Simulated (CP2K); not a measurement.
## GaSb: single point with PBE

**Experimental background.**

A printed reference work, data compilation reports, for a bulk crystal of GaSb at 4.2 K: band gap 0.811 eV (direct).

The system is GaSb.

```xyz
2
Lattice="4.3261 0.0000 0.0000 2.1630 3.7465 0.0000 2.1630 1.2488 3.5322" Properties=species:S:1:pos:R:3 pbc="T T T"
Sb    6.4891    3.7465    2.6492
Ga    0.0000    0.0000    0.0000
```

```yaml
Program: CP2K 2026.2
Task: single point
Functional: PBE
Potentials_or_basis: POTENTIAL_UZH Sb GTH-PBE-q5, Ga GTH-PBE-q13; TZVP-MOLOPT-PBE-GTH basis
Density_cutoff: 6123 eV
k_mesh: 8 × 8 × 8
Occupations: gaussian, width 0.012 eV
Spin: no spin polarisation
SCF_solver: diagonalisation with k points
Quickstep_method: GPW
EPS_DEFAULT: 1.0E-10
EPS_SCF: 1.0E-6
MAX_SCF: 100
SCF_GUESS: ATOMIC
k_points_reduced_by_the_point_group: yes
Mesh_centred_on_Gamma: yes
CHOLESKY: OFF
EPS_EIGVAL: 1.0E-7
MIXING_METHOD: BROYDEN_MIXING
MIXING_ALPHA: 0.4
NBUFFER: 8
NGRIDS: 4
Basis_sets: Sb TZVP-MOLOPT-PBE-GTH-q5, Ga TZVP-MOLOPT-PBE-GTH-q13
Potentials: Sb GTH-PBE-q5 of POTENTIAL_UZH, Ga GTH-PBE-q13 of POTENTIAL_UZH
ADDED_MOS: "[10]"
REL_CUTOFF_Ry: 60 Ry
MIXING_BETA_1/bohr: 1.5 1/bohr
CUTOFF_of_the_grids: 450 Ry
```

```
Pressure               : 2.9 GPa
Band gap on the k mesh : 0.08 eV, direct
Mulliken charges       : Sb +0.37; Ga -0.37 e
```

Levels at points of the mesh, in eV from the valence-band top:
| k point | band 5 | band 6 | band 7 | band 8 | band 9 | band 10 | band 11 | band 12 | band 13 | band 14 |
| --- | --- | --- | --- | --- | --- | --- | --- | --- | --- | --- |
| (0.00, 0.00, 0.00) | -15.03 | -11.47 | 0.00 | 0.00 | 0.00 | 0.08 | 2.81 | 2.81 | 2.81 | 6.82 |
| (0.00, 0.00, 0.50) | -15.03 | -9.84 | -6.38 | -1.15 | -1.15 | 0.41 | 3.78 | 3.78 | 6.94 | 9.74 |
| (0.00, 0.50, 0.50) | -15.02 | -9.00 | -6.83 | -2.57 | -2.57 | 0.90 | 1.25 | 8.89 | 8.89 | 10.35 |

It took 42 s on 1 thread of Arm Neoverse V1 (shared host), peak memory 0.31 GiB.

Against the measured gap of GaSb, 0.811 eV (direct; 4.2 K; a printed reference work, data compilation), the calculated 0.08 eV is off by -0.73 eV. Spin-orbit coupling on Ga, Sb is left out. The value is that of PBE in an atomic basis (POTENTIAL_UZH Sb GTH-PBE-q5, Ga GTH-PBE-q13; TZVP-MOLOPT-PBE-GTH basis), whose error adds to the functional's, on a finite k mesh, which can miss the band edges, without temperature or zero-point motion. Semilocal functionals fall short of measured gaps as a rule.

Caveat: Mulliken charges move with the basis; spin-orbit coupling is left out, which moves the levels of the heavy elements; the basis of atomic orbitals isn't converged, which shifts pressures, moduli and gaps.
